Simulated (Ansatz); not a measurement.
The system is ZnCu.

```xyz
2
Lattice="2.9450 0.0000 0.0000 0.0000 2.9450 0.0000 0.0000 0.0000 2.9450" Properties=species:S:1:pos:R:3 pbc="T T T"
Zn    1.4725    1.4725    1.4725
Cu    0.0000    0.0000    0.0000
```

| Property | Result |
| --- | --- |
| Program | Ansatz 0.2.0 |
| Task | relaxation of cell and atoms |
| Functional | PBEsol |
| Dispersion | D4 |
| Potentials or basis | Ansatz PAW |
| Cutoff | 420 eV (not typed: the program's choice for these potentials) |
| k mesh | 9 × 9 × 9 |
| Occupations | fermi-dirac, width 0.05 eV |
| Spin | no spin polarisation |

At the start: volume 12.77 Å³/atom.

How do energy, volume and symmetry change on relaxing?

It ends after 5 steps and the volume is 12.04 Å³/atom (-5.7 %); space group Pm-3m (No. 221, to 0.05 Å).

Step by step:
| step | energy change (eV) | largest force (eV/Å) | volume (Å³) |
| --- | --- | --- | --- |
| 1 | 0.0000 | 0.0000 | 25.54 |
| 2 | -0.0313 | 0.0000 | 24.63 |
| 3 | -0.0373 | 0.0000 | 24.01 |
| 4 | -0.0373 | 0.0000 | 24.08 |
| 5 | -0.0360 | 0.0000 | 24.08 |

Final structure:
```
Zn Cu
1.0
     2.88759    0.00000    0.00000
     0.00000    2.88759    0.00000
     0.00000    0.00000    2.88759
Zn Cu
1 1
Direct
  0.50000 0.50000 0.50000
  0.00000 0.00000 0.00000
```

Caveat: the plane-wave basis is chosen anew once the cell has moved, so the energies of steps on either side of that aren't comparable; pairwise dispersion overbinds metals, which lowers pressure and volume; the PAW data sets come from PBE, with cores solved anew for the run's functional, which leaves a small shift of forces and pressure.
